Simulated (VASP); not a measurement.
Here is a VASP 6.6.1 calculation.

INCAR

```
PREC = Accurate ; ENCUT = 520
EDIFF = 1E-6 ; ISMEAR = 0
SIGMA = 0.05 ; LREAL = F
LASPH = T ; NELM = 100
ALGO = Normal ; ISIF = 2
LWAVE = F ; LCHARG = F
GGA = CA ; IBRION = 2
NSW = 40 ; EDIFFG = -0.01
KPAR = 2
```

The input KPOINTS:

```
regular mesh
0
Gamma
  10 10 6
```

POSCAR

```
SnS2
1.0
    3.6390000000      0.0000000000      0.0000000000
   -1.8195000000      3.1514664400      0.0000000000
    0.0000000000      0.0000000000      5.7741120000
Sn S
1 2
Direct
    0.0000000000      0.0000000000      0.0000000000
    0.3333333300      0.6666666700      0.2540650400
    0.6666666700      0.3333333300      0.7459349600
```

Potentials or basis: VASP PAW LDA potentials, release 64 (Sn_d, S).

Launch:

```console
$ cat potpaw_LDA.64/Sn_d/POTCAR potpaw_LDA.64/S/POTCAR > POTCAR
$ mpirun -np 2 vasp_std > vasp.out
```

Problem. Estimate the energy gained by relaxing.

Solution. 0.0 meV/atom.

Problem. Predict the band gap on the k mesh.

Solution. 1.18 eV, indirect (least direct gap 1.67 eV).

Forces in eV/Å, atoms in the order of the input:
```
Sn   0.000  0.000  0.000
S    0.000  0.000 -0.006
S    0.000  0.000  0.006
```

Caveat: spin-orbit coupling is left out, which moves the levels of the heavy elements. A k mesh can miss the band edges.
